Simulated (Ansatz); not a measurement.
# CuCl (zincblende type): the cost of one run

Method: DFT, scalar-relativistic, functionals as named in each step, in Ansatz 0.2.0.

1 further run of the same task is left out (set aside as unsound or not needed).

## 1. The starting structure

The structure is cubic, space group F-43m (No. 216). Conventional cell: a = 5.424 Å, b = 5.424 Å, c = 5.424 Å, α = 90.00°, β = 90.00°, γ = 90.00°. Cu (site symmetry -43m) is surrounded by 4 Cl at 2.35 Å. Cl (site symmetry -43m) is surrounded by 4 Cu at 2.35 Å.

Structure file:

```cif
data_structure
_symmetry_space_group_name_H-M 'P 1'
_symmetry_Int_Tables_number 1
_cell_length_a 3.8355
_cell_length_b 3.8355
_cell_length_c 3.8355
_cell_angle_alpha 60.000
_cell_angle_beta 60.000
_cell_angle_gamma 60.000
_cell_volume 39.90
loop_
_atom_site_label
_atom_site_type_symbol
_atom_site_fract_x
_atom_site_fract_y
_atom_site_fract_z
_atom_site_occupancy
Cu1 Cu 0.00000 0.00000 0.00000 1
Cl1 Cl 0.25000 0.25000 0.25000 1
```

Atoms are numbered in the order of the input: Cu1, Cl2.

## 2. LDA, LAPW

File input.yaml:

```yaml
crystal:
  lattice:
    - [0.0, 2.7120904331, 2.7120904331]
    - [2.7120904331, 0.0, 2.7120904331]
    - [2.7120904331, 2.7120904331, 0.0]
  atoms:
    - { symbol: Cu, position: [0.0, 0.0, 0.0] }
    - { symbol: Cl, position: [0.25, 0.25, 0.25] }
kpoints:
  mp_grid: { grid: [12, 12, 12] }
  band_path:
    path:
      - [0.0, 0.0, 0.0]
      - [-0.5, -0.5, 0.0]
      - [-0.375, -0.375, 0.25]
      - [-0.375, 0.0, 0.375]
      - [0.0, 0.0, 0.0]
      - [0.0, 0.0, 0.5]
      - [-0.5, -0.25, 0.25]
      - [-0.5, -0.5, 0.0]
    npoints: 5
scf:
  occupations: { method: fermi_dirac, width: 0.05 }
hamiltonian:
  xc: lda
  pseudopotentials: { kind: all_electron, lapw: { basis_error: 0.001 } }
output:
  forces: true
  stress: true
  eigenvalues: true
```

Command:

```
$ ansatz run input.yaml --threads 1 --pin off --max-ram 2048MiB --backend cpu --events-out ev --progress --plain --runs-dir out
```

**Question.** How long does this run take on 1 thread of Intel Xeon Platinum 8259CL at 2.50GHz (Skylake/Cascade Lake), shared host?

About 32 s.
